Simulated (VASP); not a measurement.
Calculation: PBE GGA, VASP's PBE PAW potentials (set 64) (plane waves; VASP 6.6.1).

VASP input:

**POSCAR**
```
CsI
1
    4.6709246997     0.0000000000     0.0000000000
    0.0000000000     4.6709246997     0.0000000000
    0.0000000000     0.0000000000     4.6709246997
Cs I
1 1
Direct
  0.0000000000   0.0000000000   0.0000000000
  0.5000000000   0.5000000000   0.5000000000
```

**KPOINTS**
```
K-points
0
G
7 7 7
```

**INCAR**
```
! general
SYSTEM   =  CsI
PREC     =  Accurate
ENCUT    =  520
LREAL    =  .FALSE.
LASPH    =  .TRUE.

! electronic loop
EDIFF    =  1E-7
NELM     =  100
ALGO     =  Normal
LMAXMIX  =  4

! smearing
ISMEAR   =  -5

! functional
GGA      =  PE

! ions
ISIF     =  2

! output
LWAVE    =  .FALSE.
LCHARG   =  .TRUE.
LORBIT   =  11
NEDOS    =  601
```

POTCAR, in this order: Cs_sv I (PBE.64 set). Program: vasp_std.

What VASP printed:

**OUTCAR**
```
 ion  position               nearest neighbor table
   1  0.000  0.000  0.000-
   2  0.500  0.500  0.500-
  LATTYP: Found a simple cubic cell.
 ALAT       =     4.6709246997
 Subroutine PRICEL returns:
 Original cell was already a primitive cell.
 Subroutine GETGRP returns: Found 48 space group operations
The static configuration has the point symmetry O_h .
The dynamic configuration has the point symmetry O_h .
 Subroutine INISYM returns: Found 48 space group operations
 Subroutine IBZKPT returns following result:
 Found     20 irreducible k-points:

 Following reciprocal coordinates:
            Coordinates               Weight
  0.000000  0.000000  0.000000      1.000000
  0.142857  0.000000  0.000000      6.000000
  0.285714  0.000000  0.000000      6.000000
  0.428571  0.000000  0.000000      6.000000
  0.142857  0.142857  0.000000     12.000000
  0.285714  0.142857  0.000000     24.000000
  0.428571  0.142857  0.000000     24.000000
  0.285714  0.285714  0.000000     12.000000
  0.428571  0.285714  0.000000     24.000000
  0.428571  0.428571  0.000000     12.000000
  0.142857  0.142857  0.142857      8.000000
  0.285714  0.142857  0.142857     24.000000
  0.428571  0.142857  0.142857     24.000000
  0.285714  0.285714  0.142857     24.000000
  0.428571  0.285714  0.142857     48.000000
  0.428571  0.428571  0.142857     24.000000
  0.285714  0.285714  0.285714      8.000000
  0.428571  0.285714  0.285714     24.000000
  0.428571  0.428571  0.285714     24.000000
  0.428571  0.428571  0.428571      8.000000
   k-points           NKPTS =     20   k-points in BZ     NKDIM =     20   number of bands    NBANDS=     12
   number of dos      NEDOS =    601   number of ions     NIONS =      2
   total plane-waves  NPLWV =  46656
   dimension x,y,z NGX =    36 NGY =   36 NGZ =   36
...
```

### OSZICAR
```
       N       E                     dE             d eps       ncg     rms          rms(c)
DAV:   1     0.943677411528E+02    0.94368E+02   -0.62303E+03   480   0.110E+03
DAV:   2     0.221561652305E+01   -0.92152E+02   -0.86217E+02   716   0.164E+02
DAV:   3    -0.548628045708E+01   -0.77019E+01   -0.76801E+01   596   0.552E+01
DAV:   4    -0.559634416315E+01   -0.11006E+00   -0.11003E+00   592   0.823E+00
DAV:   5    -0.559767332650E+01   -0.13292E-02   -0.13291E-02   596   0.955E-01    0.156E+00
DAV:   6    -0.546674872135E+01    0.13092E+00   -0.17652E-01   552   0.192E+00    0.118E+00
DAV:   7    -0.543866904610E+01    0.28080E-01   -0.14886E-01   556   0.183E+00    0.608E-01
DAV:   8    -0.544241704937E+01   -0.37480E-02   -0.10844E-02   576   0.671E-01    0.709E-02
DAV:   9    -0.544285177362E+01   -0.43472E-03   -0.12973E-03   572   0.226E-01    0.800E-02
DAV:  10    -0.544292800310E+01   -0.76229E-04   -0.11274E-04   576   0.802E-02    0.132E-02
DAV:  11    -0.544292486063E+01    0.31425E-05   -0.35713E-05   572   0.294E-02    0.556E-03
DAV:  12    -0.544292566643E+01   -0.80580E-06   -0.42249E-06   592   0.146E-02    0.210E-03
DAV:  13    -0.544292572307E+01   -0.56643E-07   -0.97996E-08   436   0.243E-03
   1 F= -.54429257E+01 E0= -.54429257E+01  d E =0.000000E+00
```

OUTCAR:
```
------------------------ aborting loop because EDIFF is reached ----------------------------------------
  FORCE on cell =-STRESS in cart. coord.  units (eV):
  Direction    XX          YY          ZZ          XY          YZ          ZX
  --------------------------------------------------------------------------------------
  Total       -0.0033804     -0.0033804     -0.0033804      0.0000000      0.0000000     -0.0000000
  in kB       -0.0531454     -0.0531454     -0.0531454      0.0000000      0.0000000     -0.0000000
  external PRESSURE =      -0.0531454 kB  Pullay stress =       0.0000000 kB
  volume of cell :      101.91
      direct lattice vectors                 reciprocal lattice vectors
     4.670924700  0.000000000  0.000000000     0.214090371  0.000000000  0.000000000
     0.000000000  4.670924700  0.000000000     0.000000000  0.214090371  0.000000000
     0.000000000  0.000000000  4.670924700     0.000000000  0.000000000  0.214090371
 POSITION                                       TOTAL-FORCE (eV/Angst)
 -----------------------------------------------------------------------------------
      0.00000      0.00000      0.00000         0.000000      0.000000      0.000000
      2.33546      2.33546      2.33546         0.000000      0.000000      0.000000
 -----------------------------------------------------------------------------------
    total drift:                               -0.000000      0.000000      0.000000
  FREE ENERGIE OF THE ION-ELECTRON SYSTEM (eV)
  ---------------------------------------------------
  free  energy   TOTEN  =        -5.4429257231 eV

  energy  without entropy=       -5.4429257231  energy(sigma->0) =       -5.44292572

 total charge

# of ion       s       p       d       tot
------------------------------------------
    1        1.833   4.705   0.024   6.562
    2        1.495   2.831   0.001   4.327
--------------------------------------------------
tot          3.328   7.535   0.025  10.889
```
(Selected blocks of OUTCAR.)

**OUTCAR**
```
 val. band max:        0.4065595711   @ k =   0.4286   0.4286   0.0000

 cond. band min:       4.0948746998   @ k =   0.0000   0.0000   0.0000


 Fermi energy:         0.4246073427

 k-point     1 :       0.0000    0.0000    0.0000
  band No.  band energies     occupation
      1     -20.0554      2.00000
      2     -10.1302      2.00000
      3      -6.7639      2.00000
      4      -6.7639      2.00000
      5      -6.7639      2.00000
      6       0.3313      2.00000
      7       0.3313      2.00000
      8       0.3313      2.00000
      9       4.0949      0.00000
     10       4.7004      0.00000
     11       4.7004      0.00000
     12       8.0398      0.00000

 k-point     2 :       0.1429    0.0000    0.0000
  band No.  band energies     occupation
      1     -20.0520      2.00000
      2     -10.1299      2.00000
      3      -6.7912      2.00000
      4      -6.7549      2.00000
      5      -6.7549      2.00000
      6       0.0102      2.00000
      7       0.3110      2.00000
      8       0.3110      2.00000
      9       4.5153      0.00000
     10       4.8158      0.00000
     11       5.0960      0.00000
     12       7.9774      0.00000

 k-point     3 :       0.2857    0.0000    0.0000
  band No.  band energies     occupation
      1     -20.0444      2.00000
      2     -10.1301      2.00000
      3      -6.8469      2.00000
      4      -6.7347      2.00000
      5      -6.7347      2.00000
      6      -0.5569      2.00000
      7       0.2639      2.00000
      8       0.2639      2.00000
      9       5.1420      0.00000
     10       5.4276      0.00000
     11       6.0479      0.00000
     12       7.9447      0.00000

 k-point     4 :       0.4286    0.0000    0.0000
  band No.  band energies     occupation
      1     -20.0382      2.00000
      2     -10.1314      2.00000
      3      -6.8860      2.00000
      4      -6.7182      2.00000
      5      -6.7182      2.00000
      6      -0.9262      2.00000
...
```

Unless said otherwise, spin-orbit coupling is left out, though it shifts the bands of the heavy elements here.

The compound is CsI in the CsCl type structure. It was relaxed first, which changed the volume by +7 %.
